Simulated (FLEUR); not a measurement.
CoSi2 in FLEUR: convergence with Gmax

CoSi2:

```
Co Si
1.0
     0.00000    2.67800    2.67800
     2.67800    0.00000    2.67800
     2.67800    2.67800    0.00000
Co Si
1 2
Direct
  0.00000 0.00000 0.00000
  0.75000 0.75000 0.75000
  0.25000 0.25000 0.25000
```

```yaml
Program: FLEUR MaX-R8.1 (later development tree)
Task: convergence study
Functional: LDA
Potentials_or_basis: all-electron
Basis: FLAPW
Kmax: 5.21 1/bohr
k_mesh: 7 × 7 × 7
Occupations: fermi-dirac, width 0.05 eV
Spin: collinear spin, ferromagnetic start
Starting_moments: "[2.0, 0.0, 0.0] μB"
```

These are the settings of the first run; the series varies Gmax, with any setting tied to it.

Hardware: 1 thread of Arm Neoverse V2, on a shared host.

```csv
Gmax,"energy less the tightest run, at zero smearing (meV/atom)",SCF cycles,CPU time (s),peak memory (GiB)
9,refused,-,-,-
10.3,0.34,24,200,0.08
11.7,-0.09,24,200,0.08
13.5,0.02,24,210,0.09
15.8,0.00,24,230,0.08
18,0.00,24,240,0.09
22.5,0.00,24,250,0.11
```

Against the tightest run, the energy stays within 1 meV/atom from 10.3 on. The tightest run that finished is the yardstick and may itself not be fully converged.

Caveat, for the tightest run too: the starting moments collapsed, and a magnetic state may lie lower.
